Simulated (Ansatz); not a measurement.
# TaS2 under changes of volume

One of the cells (18.984 Å³/atom); the others are scaled copies at fixed shape and fractional positions:

```
Ta S
1.0
     3.35000    0.00000    0.00000
    -1.67500    2.90119    0.00000
     0.00000    0.00000    5.86000
Ta S
1 2
Direct
  0.00000 0.00000 0.00000
  0.66667 0.33333 0.75000
  0.33333 0.66667 0.25000
```

* Program: Ansatz 0.2.0
* Functional: LDA
* Potentials or basis: all-electron LAPW, scalar-relativistic
* Cutoff: 259 eV (chosen from the basis error)
* Basis error allowed: 0.002 eV/atom
* k mesh: 9 × 9 × 5
* Occupations: fermi-dirac, width 0.05 eV
* Spin: no spin polarisation

| volume (Å³/atom) | energy over the lowest point (meV/atom) | pressure (GPa) | largest force (eV/Å) |
| --- | --- | --- | --- |
| 17.845 | 43.86 | 11.5 | 1.898 |
| 18.225 | 21.17 | 7.8 | 1.495 |
| 18.605 | 6.79 | 4.4 | 1.120 |
| 18.984 | 0.00 | 1.4 | 0.772 |
| 19.364 | ? | ? | ? |
| 19.744 | 6.20 | -3.8 | 0.143 |
| 20.123 | 17.93 | -6.0 | 0.139 |

Q: What does the run at 19.364 Å³/atom give?

A: Energy over the lowest point 0.02 meV/atom; pressure -1.3 GPa; largest force 0.446 eV/Å.

Worked out: A Birch-Murnaghan fit of order 3 (a polynomial in V^(-2/3)) to the other rows has its minimum at 19.17 Å³/atom with B0 = V·E''(V) = 138 GPa and B' = 4.0 at fixed shape and positions, which overstates the stiffness. It gives 0.01 meV/atom at 19.364 Å³/atom, against the run's 0.02, and -dE/dV = -1.3 GPa, against -1.3.

Energies are extrapolated to zero smearing.

Caveats: forces of over 1 eV/Å show positions far from the minimum, so gaps and moduli don't describe the material at rest (some runs).

The runs don't all hold the same shells in valence.
